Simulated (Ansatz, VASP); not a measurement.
**Ti: VASP beside Ansatz**

```
CELL_PARAMETERS angstrom
0.00000 1.92850 2.03000
1.92850 0.00000 2.03000
1.92850 1.92850 0.00000
ATOMIC_POSITIONS crystal
Ti 0.00000 0.00000 0.00000
```

Change from the starting cell: strain -0.050 along x and y, +0.000 along z, atoms carried along.

Alike in both runs: task single point; functional LDA; k mesh 20 × 20 × 20; occupations gaussian, width 0.15 eV; no spin polarisation.

|  | VASP | Ansatz |
| --- | --- | --- |
| version | VASP 6.6.1 | Ansatz 0.2.0 |
| potentials or method | VASP PAW LDA potentials, release 64 (Ti_sv) | scalar-relativistic, plane waves, PAW |
| plane-wave cutoff (eV) | 520 | 420 |
| valence electrons in the cell | 12 | 12 |

```csv
,VASP,Ansatz,Ansatz less VASP
gap on the k mesh at the Fermi level (eV),none,none,-
pressure (GPa),7.7,8.0,+0.23
largest component of the traceless stress (GPa),1.00,0.98,-0.018
```

A gap of «none» marks a metal or a gap that the smearing closes.
